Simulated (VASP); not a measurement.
**GaAs: how cutoff and mesh change the relaxed cell**

How far does the relaxed cell of GaAs depend on cutoff and k mesh? The starting structure is a measured crystal structure from the Crystallography Open Database. The first relaxation on each setting starts from this cell expanded by 3 % in volume.

Main program and level: VASP 6.6.1; Kohn-Sham DFT with plane waves and PAW; PBEsol.

## (1) The structure

Symmetry: F-43m, No. 216, cubic system. The conventional cell has a = 5.654 Å, b = 5.654 Å, c = 5.654 Å, α = 90.00°, β = 90.00°, γ = 90.00°. Nearest to As lie 4 Ga at 2.45 Å. Nearest to Ga lie 4 As at 2.45 Å. Farther neighbours are not listed.

## (2) Reference relaxation

This run starts from the cell of an earlier relaxation, which isn't shown; the restart sets up the plane waves anew.

INCAR reads:

```
SYSTEM = GaAs
PREC = Accurate
ENCUT = 450
EDIFF = 1E-06
NELM = 100
ISMEAR = 0
SIGMA = 0.03
LREAL = .FALSE.
ALGO = Normal
GGA = PS
NBANDS = 15
LORBIT = 11
LWAVE = .FALSE.
LCHARG = .FALSE.
KPAR = 4
IBRION = 2
NSW = 50
ISIF = 3
EDIFFG = -0.006
```

POSCAR reads:

```
GaAs
1.0
    0.0000000000      2.8298538328      2.8298538328
    2.8298538328      0.0000000000      2.8298538328
    2.8298538328      2.8298538328      0.0000000000
As Ga
1 1
Direct
    0.7500000000      0.7500000000      0.7500000000
    0.0000000000      0.0000000000      0.0000000000
```

KPOINTS reads:

```
Automatic mesh
0
Gamma
6 6 6
0 0 0
```

Potentials, in the order of the species: As and Ga_d (PBE family, release 64).

On the command line:

```sh
mpirun -np 4 vasp_std
```

What it wrote:

```text
[banner, memory and clock lines left out]
running    4 mpi-ranks, on    1 nodes
 distrk:  each k-point on    1 cores,    4 groups
 distr:  one band on    1 cores,    1 groups

 POSCAR found type information on POSCAR AsGa
 POSCAR found :  2 types and       2 ions
|                                                                             |
|               ----> ADVICE to this user running VASP <----                  |
|                                                                             |
|     You enforced a specific xc type in the INCAR file but a different       |
|     [... a line on the potential file left out ...]
|     I HOPE YOU KNOW WHAT YOU ARE DOING!                                     |
|                                                                             |

 LDA part: xc-table for (Slater+PW92), standard interpolation
 POSCAR, INCAR and KPOINTS ok, starting setup
 FFT: planning ... GRIDC
 FFT: planning ... GRID_SOFT
 FFT: planning ... GRID
 WAVECAR not read
 entering main loop
       N       E                     dE             d eps       ncg     rms          rms(c)
DAV:   1     0.773810776138E+02    0.77381E+02   -0.83176E+03   495   0.151E+03
DAV:   2    -0.320566268715E+01   -0.80587E+02   -0.76927E+02   543   0.290E+02
DAV:   3    -0.916834058805E+01   -0.59627E+01   -0.59397E+01   578   0.664E+01
DAV:   4    -0.926829769704E+01   -0.99957E-01   -0.99931E-01   607   0.951E+00
DAV:   5    -0.926959388755E+01   -0.12962E-02   -0.12962E-02   599   0.953E-01    0.293E+00
DAV:   6    -0.909877427552E+01    0.17082E+00   -0.24207E-01   733   0.977E+00    0.173E+00
DAV:   7    -0.906643390482E+01    0.32340E-01   -0.62137E-02   703   0.217E+00    0.539E-01
DAV:   8    -0.906462086876E+01    0.18130E-02   -0.97860E-03   606   0.119E+00    0.103E-01
DAV:   9    -0.906479611300E+01   -0.17524E-03   -0.72436E-04   603   0.348E-01    0.431E-02
DAV:  10    -0.906482981953E+01   -0.33707E-04   -0.53008E-05   657   0.756E-02    0.233E-02
DAV:  11    -0.906485192737E+01   -0.22108E-04   -0.26179E-05   550   0.543E-02    0.251E-03
DAV:  12    -0.906485192631E+01    0.10587E-08   -0.89492E-07   485   0.157E-02
   1 F= -.90648519E+01 E0= -.90648519E+01  d E =-.906485E+01
 curvature:   0.00 expect dE= 0.000E+00 dE for cont linesearch  0.000E+00
 trial: gam= 0.00000 g(F)=  0.333E-46 g(S)=  0.230E-05 ort = 0.000E+00 (trialstep = 0.100E+01)
 search vector abs. value=  0.230E-05
 reached required accuracy - stopping structural energy minimisation
```

Run time: 5.8 s. Hardware: 4 MPI ranks of Intel Xeon Platinum 8375C at 2.90GHz (Ice Lake), shared host; peak memory 0.55 GiB.

The logs omit lines about the potential files and the build; timing stands in the text.

Parts of OUTCAR (step 2):

```text
ion  position               nearest neighbor table
   1  0.750  0.750  0.750-   2 2.45   2 2.45   2 2.45   2 2.45
   2  0.000  0.000  0.000-   1 2.45   1 2.45   1 2.45   1 2.45

  LATTYP: Found a face centered cubic cell.
 ALAT       =     5.6597076656

 Subroutine GETGRP returns: Found 24 space group operations
 (whereof 24 operations were pure point group operations)

The static configuration has the point symmetry T_d .

 Found     16 irreducible k-points:

   k-points           NKPTS =     16   k-points in BZ     NKDIM =     16   number of bands    NBANDS=     15

   dimension x,y,z NGX =    28 NGY =   28 NGZ =   28
   dimension x,y,z NGXF=    56 NGYF=   56 NGZF=   56

   ENCUT  =  450.0 eV  33.07 Ry    5.75 a.u.   6.92  6.92  6.92*2*pi/ulx,y,z

   NELECT =      18.0000    total number of electrons

 k-points in reciprocal lattice and weights: Automatic mesh
   0.00000000  0.00000000  0.00000000       0.005
   0.16666667  0.00000000  0.00000000       0.037
   0.33333333  0.00000000  0.00000000       0.037
   0.50000000  0.00000000  0.00000000       0.019
   0.16666667  0.16666667  0.00000000       0.028
   0.33333333  0.16666667  0.00000000       0.111
   0.50000000  0.16666667  0.00000000       0.111
  -0.33333333  0.16666667  0.00000000       0.111
  -0.16666667  0.16666667  0.00000000       0.056
[...]
-0.33333333  0.33333333  0.16666667       0.111
  -0.33333333  0.50000000  0.16666667       0.056

 average (electrostatic) potential at core
       1 -50.2216       2 -66.2564

 E-fermi :   3.9878

 k-point     1 :       0.0000    0.0000    0.0000
  band No.  band energies     occupation
    ...
      5     -10.9191      2.00000
      6      -8.9468      2.00000
      7       3.7840      2.00000
      8       3.7840      2.00000
      9       3.7840      2.00000
     10       4.2120      0.00000
     11       7.4650      0.00000
     12       7.4651      0.00000
     13       7.4651      0.00000
     14      11.1590      0.00000
    ...

 k-point     2 :       0.1667    0.0000    0.0000
  band No.  band energies     occupation
    ...
      5     -10.9193      2.00000
      6      -8.6260      2.00000
      7       1.0442      2.00000
      8       3.4009      2.00000
      9       3.4009      2.00000
     10       5.3460      0.00000
     11       8.0131      0.00000
     12       8.0131      0.00000
     13       8.3853      0.00000
     14      12.5397      0.00000
    ...

 k-point     3 :       0.3333    0.0000    0.0000
  band No.  band energies     occupation
    ...
      5     -10.9175      2.00000
      6      -7.7969      2.00000
      7      -1.6220      2.00000
      8       2.8538      2.00000
      9       2.8538      2.00000
     10       4.9168      0.00000
     11       8.4244      0.00000
     12       8.4244      0.00000
     13      10.9149      0.00000
     14      12.3603      0.00000
    ...

  Total        0.0056321      0.0056321      0.0056321      0.0000000     -0.0000000      0.0000000
  in kB        0.1990959      0.1990959      0.1990959      0.0000000     -0.0000000      0.0000000
  external PRESSURE =       0.1990959 kB  Pullay stress =       0.0000000 kB

  energy-cutoff  :      450.00
  volume of cell :       45.32
      direct lattice vectors                 reciprocal lattice vectors
     0.000000000  2.829853833  2.829853833    -0.176687571  0.176687571  0.176687571
     2.829853833  0.000000000  2.829853833     0.176687571 -0.176687571  0.176687571
     2.829853833  2.829853833  0.000000000     0.176687571  0.176687571 -0.176687571

 POSITION                                       TOTAL-FORCE (eV/Angst)
 -----------------------------------------------------------------------------------
      4.24478      4.24478      4.24478        -0.000000     -0.000000      0.000000
      0.00000      0.00000      0.00000         0.000000      0.000000     -0.000000
 -----------------------------------------------------------------------------------
    total drift:                               -0.000001     -0.000001     -0.000001

  FREE ENERGIE OF THE ION-ELECTRON SYSTEM (eV)
  ---------------------------------------------------
  free  energy   TOTEN  =        -9.0648519263 eV

  energy  without entropy=       -9.0648519263  energy(sigma->0) =       -9.06485193

 reached required accuracy - stopping structural energy minimisation

 total charge
# of ion       s       p       d       tot
------------------------------------------
    1        1.209   1.594   0.031   2.834
    2        0.880   0.802   9.994  11.676
--------------------------------------------------
tot          2.088   2.396  10.025  14.510

[... 3 further parts left out ...]
```

The PAW data sets were made with PBE, which is usual practice but a small mismatch for other functionals. The run keeps the 24 symmetry operations of its start, so it cannot find a distortion of lower symmetry.

The reference relaxation ends at 22.662 Å³ an atom.

## (3) Relaxation with a cutoff of 280 eV

Against step 2 the input has ENCUT = 280. This run starts from the cell of an earlier relaxation, which isn't shown; the restart sets up the plane waves anew.

Edit INCAR of step 2 so:

```diff
@@ -2,3 +2,3 @@
 PREC = Accurate
-ENCUT = 450
+ENCUT = 280
 EDIFF = 1E-06
```

POSCAR reads:

```
GaAs
1.0
    0.0000000000      2.8269602031      2.8269602031
    2.8269602031      0.0000000000      2.8269602031
    2.8269602031      2.8269602031      0.0000000000
As Ga
1 1
Direct
    0.7500000000      0.7500000000      0.7500000000
    0.0000000000      0.0000000000      0.0000000000
```

KPOINTS is that of step 2.

On the command line:

```sh
mpirun -np 4 vasp_std
```

What it wrote:

```text
[banner, memory and clock lines left out]
running    4 mpi-ranks, on    1 nodes
[...]
[... a notice as in an earlier step ...]

 LDA part: xc-table for (Slater+PW92), standard interpolation
 POSCAR, INCAR and KPOINTS ok, starting setup
[...]
entering main loop
       N       E                     dE             d eps       ncg     rms          rms(c)
DAV:   1     0.623014636361E+02    0.62301E+02   -0.67889E+03   480   0.118E+03
DAV:   2    -0.492502362903E+01   -0.67226E+02   -0.65260E+02   536   0.233E+02
DAV:   3    -0.921506488974E+01   -0.42900E+01   -0.42805E+01   620   0.552E+01
DAV:   4    -0.926582034107E+01   -0.50755E-01   -0.50751E-01   537   0.655E+00
[...]
DAV:  10    -0.906189324548E+01   -0.33954E-04   -0.50192E-05   626   0.706E-02    0.237E-02
DAV:  11    -0.906191509189E+01   -0.21846E-04   -0.25696E-05   536   0.528E-02    0.253E-03
DAV:  12    -0.906191506768E+01    0.24204E-07   -0.87897E-07   485   0.146E-02
   1 F= -.90619151E+01 E0= -.90619151E+01  d E =-.906192E+01
[...]
DAV:   3    -0.906199986686E+01    0.43023E-03   -0.45025E-04   606   0.396E-01    0.275E-02
DAV:   4    -0.906196064132E+01    0.39226E-04   -0.42399E-05   536   0.825E-02    0.951E-03
DAV:   5    -0.906195489641E+01    0.57449E-05   -0.34838E-06   557   0.245E-02    0.195E-03
DAV:   6    -0.906195484090E+01    0.55516E-07   -0.14337E-07   289   0.445E-03
   2 F= -.90619548E+01 E0= -.90619548E+01  d E =-.397732E-04
 trial-energy change:   -0.000040  1 .order   -0.000026   -0.000198    0.000145
 step:   0.6316(harm=  0.5765)  dis= 0.00000  next Energy=    -9.061981 (dE=-0.659E-04)
[...]
N       E                     dE             d eps       ncg     rms          rms(c)
DAV:   1    -0.906227675005E+01   -0.32185E-03   -0.36398E-03   606   0.109E+00    0.993E-02
DAV:   2    -0.906204380750E+01    0.23294E-03   -0.37661E-04   599   0.414E-01    0.455E-02
DAV:   3    -0.906198390542E+01    0.59902E-04   -0.62766E-05   606   0.148E-01    0.997E-03
DAV:   4    -0.906197817363E+01    0.57318E-05   -0.57511E-06   529   0.311E-02    0.352E-03
DAV:   5    -0.906197722916E+01    0.94447E-06   -0.43934E-07   261   0.902E-03
   3 F= -.90619772E+01 E0= -.90619772E+01  d E =-.621615E-04
[...]
reached required accuracy - stopping structural energy minimisation
```

Elapsed: 4.6 s, on 4 MPI ranks; peak memory 0.5 GiB.

OUTCAR, selected parts (step 3):

```text
  Total       -0.0070133     -0.0070133     -0.0070133      0.0000000      0.0000000     -0.0000000
  in kB       -0.2492777     -0.2492777     -0.2492777      0.0000000      0.0000000     -0.0000000
  external PRESSURE =      -0.2492777 kB  Pullay stress =       0.0000000 kB

 POSITION                                       TOTAL-FORCE (eV/Angst)
 -----------------------------------------------------------------------------------
      4.23706      4.23706      4.23706        -0.000000     -0.000000     -0.000000
      0.00000      0.00000      0.00000         0.000000      0.000000      0.000000
 -----------------------------------------------------------------------------------
    total drift:                               -0.000004     -0.000004     -0.000003

  FREE ENERGIE OF THE ION-ELECTRON SYSTEM (eV)
  ---------------------------------------------------
  free  energy   TOTEN  =        -9.0619772292 eV

  energy  without entropy=       -9.0619772292  energy(sigma->0) =       -9.06197723

[... 2 parts as in an earlier step ...]

[... 2 further parts left out ...]
[key lines of the parts left out:]
E-fermi :   4.0449
```

With a cutoff of 280 eV the cell ends at 22.538 Å³ an atom, -0.54 % from the reference.

## (4) Relaxation with a 4×4×4 mesh

Against step 2 the input has a 4×4×4 mesh. This run starts from the cell of an earlier relaxation, which isn't shown; the restart sets up the plane waves anew.

Edit INCAR of step 3 so:

```diff
@@ -2,3 +2,3 @@
 PREC = Accurate
-ENCUT = 280
+ENCUT = 450
 EDIFF = 1E-06
```

POSCAR reads:

```
GaAs
1.0
    0.0000000000      2.8335874117      2.8335874117
    2.8335874117      0.0000000000      2.8335874117
    2.8335874117      2.8335874117      0.0000000000
As Ga
1 1
Direct
    0.7500000000      0.7500000000      0.7500000000
    0.0000000000      0.0000000000      0.0000000000
```

KPOINTS reads:

```
Automatic mesh
0
Gamma
4 4 4
0 0 0
```

On the command line:

```sh
mpirun -np 4 vasp_std
```

What it wrote:

```text
[... set-up lines as in an earlier step ...]
 entering main loop
       N       E                     dE             d eps       ncg     rms          rms(c)
DAV:   1     0.810866690001E+02    0.81087E+02   -0.84808E+03   240   0.154E+03
DAV:   2    -0.256025987282E+01   -0.83647E+02   -0.79648E+02   261   0.300E+02
DAV:   3    -0.903696122218E+01   -0.64767E+01   -0.64530E+01   303   0.683E+01
DAV:   4    -0.913153662803E+01   -0.94575E-01   -0.94562E-01   261   0.937E+00
[...]
DAV:  10    -0.890483287945E+01   -0.46687E-04   -0.63179E-05   277   0.804E-02    0.255E-02
DAV:  11    -0.890486416685E+01   -0.31287E-04   -0.36344E-05   296   0.638E-02    0.291E-03
DAV:  12    -0.890486406312E+01    0.10373E-06   -0.10805E-06   225   0.160E-02
   1 F= -.89048641E+01 E0= -.89048641E+01  d E =-.890486E+01
[...]
reached required accuracy - stopping structural energy minimisation
```

Run time: 3.8 s. Hardware: 4 MPI ranks; peak memory 0.53 GiB; 13 s of CPU time.

OUTCAR, selected parts (step 4):

```text
  Total       -0.0012638     -0.0012638     -0.0012638     -0.0000000      0.0000000     -0.0000000
  in kB       -0.0445001     -0.0445001     -0.0445001     -0.0000000      0.0000000     -0.0000000
  external PRESSURE =      -0.0445001 kB  Pullay stress =       0.0000000 kB

 POSITION                                       TOTAL-FORCE (eV/Angst)
 -----------------------------------------------------------------------------------
      4.25038      4.25038      4.25038        -0.000000      0.000000      0.000000
      0.00000      0.00000      0.00000         0.000000     -0.000000     -0.000000
 -----------------------------------------------------------------------------------
    total drift:                               -0.000001     -0.000001     -0.000001

  FREE ENERGIE OF THE ION-ELECTRON SYSTEM (eV)
  ---------------------------------------------------
  free  energy   TOTEN  =        -8.9048640631 eV

  energy  without entropy=       -8.9048640631  energy(sigma->0) =       -8.90486406

[... 1 part as in an earlier step ...]

[... 3 further parts left out ...]
[key lines of the parts left out:]
E-fermi :   3.9819
```

With a 4×4×4 mesh the cell ends at 22.751 Å³ an atom, +0.40 % from the reference.

[end of part 1 of 2]

[Lines on the potential files, build, host, timing and source positions are cut from VASP's logs without a mark.]

[Logs are printed without paths, hosts, clocks, repeated set-up lines and the standing remarks that a program may print on its own settings, such as how far it seeks lower states.]

[Hosts, paths, dates, database ids (printed as entryN), source tags and the programs' standing remarks are cut or masked in the printed files.]
